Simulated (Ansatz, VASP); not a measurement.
# One calculation of GaP, two programs

```xyz
2
Lattice="0.0000 2.7252 2.7252 2.7252 0.0000 2.7252 2.7252 2.7252 0.0000" Properties=species:S:1:pos:R:3 pbc="T T T"
Ga    0.0000    0.0000    0.0000
P     4.0879    4.0879    4.0879
```

Alike in both runs: task band structure; functional PBE; k mesh 8 × 8 × 8; occupations fermi-dirac, width 0.05 eV; no spin polarisation.

|  | VASP | Ansatz |
| --- | --- | --- |
| version | VASP 6.6.1 | Ansatz 0.2.0 |
| potentials or method | VASP PAW PBE potentials, release 64 (Ga_h, P_h) | Ansatz PAW |
| plane-wave cutoff (eV) | 900 | 420 |
| valence electrons in the cell | 18 | 18 |

|  | VASP | Ansatz | Ansatz less VASP |
| --- | --- | --- | --- |
| gap on the k mesh at the Fermi level (eV) | 1.64 | 1.64 | 0.000 |
| least direct gap on the mesh (eV) | 1.83 | 1.83 | +0.001 |
| gap along the band path (eV) | 1.59 | 1.59 | 0.000 |
| pressure (GPa) | 2.5 | 2.5 | 0.00 |

Caveats: the k mesh misses the band edges, so the gap on the mesh is wider than the one along the path (Ansatz). Expect the measured gap to be larger: semilocal functionals such as PBE lack the derivative discontinuity.
